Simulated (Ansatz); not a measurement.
# WC (Cmmm) in Ansatz: notebook, part 2 of 2

Ansatz 0.2.0. The steps go on from the part before.

**3. Relaxation of cell and atoms, BLYP**

File input.yaml:

```yaml
crystal:
  lattice:
    - [1.64034611, -2.1180379, 0.0]
    - [1.64034611, 2.1180379, 0.0]
    - [0.0, 0.0, 4.3094211]
  atoms:
    - { symbol: W, position: [0.5, 0.5, 0.5] }
    - { symbol: C, position: [0.0, 0.0, 0.0] }
hamiltonian:
  xc: blyp
  pseudopotentials: { kind: paw }
kpoints:
  mp_grid: { grid: [10, 10, 6] }
scf:
  occupations: { method: fermi_dirac, width: 0.05 }
output:
  forces: true
  stress: true
  eigenvalues: true
relax:
  f_tol: 0.01
  max_steps: 40
  cell: { stress_tol: 0.05 }
```

Potentials or basis: Ansatz PAW.

Started as:

```console
$ ansatz run input.yaml --threads 2 --pin off --max-ram 5632MiB --backend cpu --events-out ev --progress --plain --runs-dir out
```

Wall time 28 s (2 threads of Arm Neoverse V2, shared host); peak memory 0.34 GiB.

Results (log left out):

- Free energy: -10659.2805 eV
- Relaxed volume: 12.81 Å³/atom
- Relaxed cell: a = 3.226 Å, b = 3.226 Å, c = 3.041 Å, α = 90.00°, β = 90.00°, γ = 125.92°
- Space group after relaxing (to 0.05 Å): Cmmm (No. 65)
- Energy gained by relaxing: 1857.8 meV/atom
- Ionic steps: 20
- Pressure after relaxing: 0.0 GPa
- Band gap on the k mesh: none (metal or under the smearing width)

The path:
```tsv
step	energy change (eV)	largest force (eV/Å)	volume (Å³)
1	0.0000	0.0000	29.94
2	-0.6337	0.0000	27.92
3	-1.3039	0.0000	26.31
4	-1.9836	0.0000	24.89
5	-2.5993	0.0000	23.76
6	-3.1150	0.0000	22.81
7	-3.4302	0.0000	22.74
8	-3.5546	0.0000	23.31
9	-3.6183	0.0000	23.82
10	-3.6266	0.0000	24.43
11	-3.6279	0.0000	24.35
12	-3.6279	0.0000	24.38
13	-3.6826	0.0000	24.38
14	-3.7080	0.0000	24.99
15	-3.7107	0.0000	25.83
16	-3.7126	0.0000	25.58
17	-3.7127	0.0000	25.57
18	-3.7156	0.0000	25.57
19	-3.7155	0.0000	25.63
20	-3.7156	0.0000	25.63
```

Final structure:
```yaml
crystal:
  lattice:
    - [1.46648, -2.87329, 0.00000]
    - [1.46648, 2.87329, 0.00000]
    - [0.00000, 0.00000, 3.04085]
  atoms:
    - { symbol: W, position: [0.50000, 0.50000, 0.50000] }
    - { symbol: C, position: [0.00000, 0.00000, 0.00000] }
```

Levels at points of the mesh, in eV from the Fermi level:
| k point | band 7 | band 8 | band 9 | band 10 | band 11 | band 12 |
| --- | --- | --- | --- | --- | --- | --- |
| (0.00, 0.00, 0.00) | -2.85 | -0.82 | -0.18 | 0.01 | 0.14 | 1.29 |
| (0.00, 0.00, -0.50) | -4.80 | -2.49 | -2.13 | 0.31 | 2.39 | 4.01 |
| (0.00, -0.50, 0.00) | -5.68 | -5.35 | 1.32 | 1.74 | 3.62 | 4.43 |
| (0.00, -0.50, -0.50) | -3.14 | -2.75 | -1.34 | -0.37 | 2.30 | 3.68 |
| (-0.50, -0.50, 0.00) | -3.72 | -0.42 | -0.34 | -0.25 | 1.01 | 2.35 |
| (-0.50, -0.50, -0.50) | -6.43 | -5.22 | 2.13 | 2.39 | 2.60 | 4.35 |

Caveat: the plane-wave basis is chosen anew once the cell has moved, so the energies of steps on either side of that aren't comparable; the PAW data sets come from PBE, with cores solved anew for the run's functional, which leaves a small shift of forces and pressure. Spin-orbit coupling is left out, which matters for the levels of W.

**4. Single point, PBE**

input.yaml: that of step 3 with these lines changed.

```diff
@@ -9,3 +9,3 @@
 hamiltonian:
-  xc: blyp
+  xc: pbe
   pseudopotentials: { kind: paw }
@@ -14,3 +14,3 @@
 scf:
-  occupations: { method: fermi_dirac, width: 0.05 }
+  occupations: { method: gaussian, width: 0.012 }
 output:
@@ -19,5 +19 @@
   eigenvalues: true
-relax:
-  f_tol: 0.01
-  max_steps: 40
-  cell: { stress_tol: 0.05 }
```

Potentials or basis: Ansatz PAW.

Started as:

```console
$ ansatz run input.yaml --threads 2 --pin off --max-ram 5632MiB --backend cpu --events-out ev --progress --plain --runs-dir out
```

Standard output:

```text
Warning: RAYON_NUM_THREADS=2 ignored (pool sized by the plan → 2); use --threads N
Engine: ansatz 0.2.0, aarch64-unknown-linux-gnu
Pseudopotentials: kind: paw
Pseudopotential: W, paw, valence charge 14, recommended cutoff 420 eV (normal), W.paw.azcp
Pseudopotential: C, paw, valence charge 4, recommended cutoff 420 eV (normal), C.paw.azcp
Functional definition: PBE
  parameter kappa = 0.804
  parameter beta = 0.06672455060314922
  exchange = pbe_x(kappa = kappa, mu = beta*pi^2/3)
  correlation = pbe_c(beta = beta)
Crystal: 2 atoms, lattice volume = 29.945 Å³
Basis set: ecut = 420 eV, 577 PW (Γ), exchange–correlation on 36×36×60 points (8 copies of the dense FFT grid, shifted against one another)
Bands: 13, of which v1, the nominal top of the filled ones, is band 9 counted from 1 (8 counted from 0)
Symmetry: 8 space group operations
Space group: Cmmm (ITA 65), of the structure as read, at distance tolerance 3.1e-5 Å
k-points: 124 of 600
Non-local potential: W, projectors of the file, l = 0: 3, l = 1: 2, l = 2: 2, l = 3: 1
Non-local potential: C, projectors of the file, l = 0: 2, l = 1: 2, l = 2: 1
PAW form: soft (Blöchl's): semilocal exchange-correlation on the pseudo side does not see the compensation charge
PAW one-centre angular grid: W, 590 points (default); XC on 64 Gauss nodes
PAW one-centre angular grid: C, 110 points (default); XC on 64 Gauss nodes
Initial density: superposition of atomic densities (neutral atoms: chi_scale 0, normalization atom), corrected by the library's trained network
Initial wavefunctions: pseudopotential atomic-orbital guess
Functional: x = pbe(κ = 0.804, μ = 0.2195149727645171), c = pbe(β = 0.06672455060314922)
SCF iter   1: F=—  HF=-10630.275836 eV  |F-HF|=—  |Δ(HF+E_count)|=         —  Δρ=8.13e-3  dr2=1.53e-2  ethr=1.77e-3  ⟨swp⟩=6.0  Hψ=8019  notcnv=0
preconditioner: auto → none  [insulator: Δε(μ)=0.035 eV  Ē_g=6.205 eV  σ=0.012 eV  W_gap=0.67  n_scr=6 (ndim 8)  ℏωp=21.5 eV  f_vac=0.000  D(μ)=1.42/eV (n_scr^D=16)  ε∞_Penn≈13.0]
SCF iter   2: F=—  HF=-10630.274755 eV  |F-HF|=—  |Δ(HF+E_count)|=   1.08e-3  Δρ=3.32e-3  dr2=1.68e-3  ethr=8.50e-5  ⟨swp⟩=2.0  Hψ=2968  notcnv=0  defer=21
SCF iter   3: F=—  HF=-10630.274922 eV  |F-HF|=—  |Δ(HF+E_count)|=   1.66e-4  Δρ=5.94e-4  dr2=3.18e-5  ethr=9.35e-6  ⟨swp⟩=2.2  Hψ=2177  notcnv=0  defer=25
SCF iter   4: F=—  HF=-10630.274954 eV  |F-HF|=—  |Δ(HF+E_count)|=   3.26e-5  Δρ=5.02e-5  dr2=4.20e-7  ethr=1.76e-7  ⟨swp⟩=2.3  Hψ=2219  notcnv=0  defer=25
iter 5 did not close the SCF: its close was put off for the readings that it lacked (scf_convergence_deferred on its scf_iter line)
SCF iter   5: F=-10630.274954 eV  HF=-10630.274954 eV  |F-HF|=7.40e-9  |Δ(HF+E_count)|=   1.91e-7  Δρ=9.76e-6  dr2=1.04e-8  ethr=2.33e-9  ⟨swp⟩=2.4  Hψ=2541  notcnv=0  defer=25
SCF iter   6: F=-10630.274954 eV  HF=-10630.274954 eV  |F-HF|=8.37e-11  |Δ(HF+E_count)|=   9.52e-9  Δρ=1.84e-6  dr2=4.98e-10  ethr=5.80e-11  ⟨swp⟩=2.6  Hψ=5746  notcnv=0
SCF 1 converged in 6 iterations: F = -10630.274954 eV  dr2 = 4.98e-10
SCF converged after 6 iterations
Free energy (F): -10630.274954 eV
Harris-Foulkes:  -10630.274954 eV  (|F-HF|=8.37e-11)
Internal energy: -10630.274834 eV  (E = F + TS)
E sigma→0 (E₀):  -10630.274894 eV
Entropy (-TS):   -0.000120 eV (-0.060 meV/atom)
Fermi energy:    13.716860 eV
--- Per-component energies (eV) ---
  E_band       = -178.186592
  E_kinetic    = 517.326791
  E_local      = -1022.226569  (includes V_loc(G=0)·N_el)
  E_nonlocal   = 29.432491
  E_hartree    = 357.746938
  E_xc         = -308.078964
  E_vxc        = -289.175150  (∫ρ·V_xc dr)
  E_paw        = -8659.635322  (= ΣΔE_a)
  E_vpaw       = -129.037318  (= ΣTr[D̂ρ^β])
  E_aug_tail   = -0.000072  (compensation charges beyond the density's cutoff)
  E_ewald      = -1544.840126
  E_smearing   = -0.000120  (= −TS)
  E_closure    = -0.000000  (closes the sum)
  Σ components = -10630.274954   (vs F -10630.274954, Δ=0.00e0)
--- Forces (eV/Å), atoms counted from 1 ---
  atom   1  W      0.00000000     0.00000000     0.00000000
  atom   2  C      0.00000000     0.00000000     0.00000000
  max |Σ_I F_I| component: 9.86e-32 eV/Å
--- Stress (GPa, compression-positive) ---
      -35.128728       0.000000       0.000000
        0.000000      -2.260109       0.000000
        0.000000       0.000000     -58.900291
  P = ⅓ Tr σ = -32.0964 GPa (-320.964 kbar)
--- Band table (eV; the first three rows and the last of 124) ---
  k-point 0: bands = ["-61.0142", "-25.3590", "-24.7078", "-24.4469", "1.4144", "8.1166", "10.2913", "10.4964", "15.5183", "15.7711", "15.8085", "16.3619", "16.4156"]
  k-point 1: bands = ["-61.0142", "-25.3608", "-24.7077", "-24.4469", "1.6016", "7.4691", "10.2977", "10.7031", "14.7119", "16.0930", "16.1586", "16.7448", "16.7917"]
  k-point 2: bands = ["-61.0141", "-25.3644", "-24.7075", "-24.4468", "2.0609", "6.3413", "10.3106", "10.9427", "14.1127", "15.8349", "16.2713", "17.2520", "17.7065"]
  k-point 123: bands = ["-60.8626", "-25.6586", "-25.3402", "-25.1345", "6.3355", "8.0189", "8.6881", "10.8289", "13.9168", "14.7734", "16.3519", "17.3283", "17.8715"]
```

Run time: 1.2 s. Hardware: 2 threads of Arm Neoverse V2, shared host; peak memory 0.32 GiB.

Results:

- Free energy: -10630.2750 eV
- Pressure: -32.1 GPa
- Band gap on the k mesh: none (metal or under the smearing width)

Caveat: a pressure of tens of GPa on the cell as given is suspect, and the run, the potentials or the cell itself is likely at fault. Spin-orbit coupling is left out, which matters for the levels of W.

**5. Overview**

```csv
task,level,cell,smearing,gap on the mesh (eV),pressure (GPa),relaxed volume (Å³/atom)
relaxation of cell and atoms,revPBE,relaxed,fermi-dirac 0.05 eV,none,0.0,11.99
relaxation of cell and atoms,BLYP,relaxed,fermi-dirac 0.05 eV,none,0.0,12.81
single point,PBE,as given,gaussian 0.012 eV,none,-32.1,-
```

Alike in all rows: potentials or basis Ansatz PAW; no spin polarisation; k mesh 10 × 10 × 6; cutoff (eV) 420.

Caveats: the plane-wave basis is chosen anew once the cell has moved, so the energies of steps on either side of that aren't comparable (some runs); the PAW data sets come from PBE, with cores solved anew for the run's functional, which leaves a small shift of forces and pressure (some runs); the volume moved by over 15 % at a fixed basis, so the end points are rough (some runs); a pressure of tens of GPa on the cell as given is suspect, and the run, the potentials or the cell itself is likely at fault (some runs).

Total energies depend on the potentials used, so only differences within one code and one set of settings carry meaning.
